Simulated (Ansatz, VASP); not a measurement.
## Fe in VASP and in Ansatz

```
Fe
1.0
     0.00000    1.83950    1.83950
     1.83950    0.00000    1.83950
     1.83950    1.83950    0.00000
Fe
1
Direct
  0.00000 0.00000 0.00000
```

Change from the starting cell: parallel moments scaled by 0.1, free total moment.

Alike in both runs: task single point; functional PBE; k mesh 12 × 12 × 12; occupations fermi-dirac, width 0.1 eV; collinear spin.

|  | VASP | Ansatz |
| --- | --- | --- |
| version | VASP 6.6.1 | Ansatz 0.2.0 |
| potentials or method | VASP PAW PBE potentials, release 64 (Fe) | PAW, plane waves, scalar-relativistic |
| plane-wave cutoff (eV) | 520 | 420 |
| valence electrons in the cell | 8 | 16 |

VASP gave:

```
pressure (GPa)                                                : -34.6
net moment per atom (μB)                                      : 0.00
size of the moment on the site where the two differ most (μB) : 0.00
```

Task: Estimate Ansatz's values.

Result: Pressure (GPa): -5.1; net moment per atom (μB): 2.62; size of the moment on the site where the two differ most (μB): 2.67.

The net moments differ so much that the two runs ended in different magnetic states, which moves the other rows too. Site moments also hang on the region over which each program counts them. The two sets of potentials don't hold the same shells in valence. Ansatz warned: «spin_hold_released».

Caveats: the cell as given lies far from equilibrium; so large a pressure means that the cell lies far from this level's equilibrium, or that cutoff or potentials fall short (VASP).
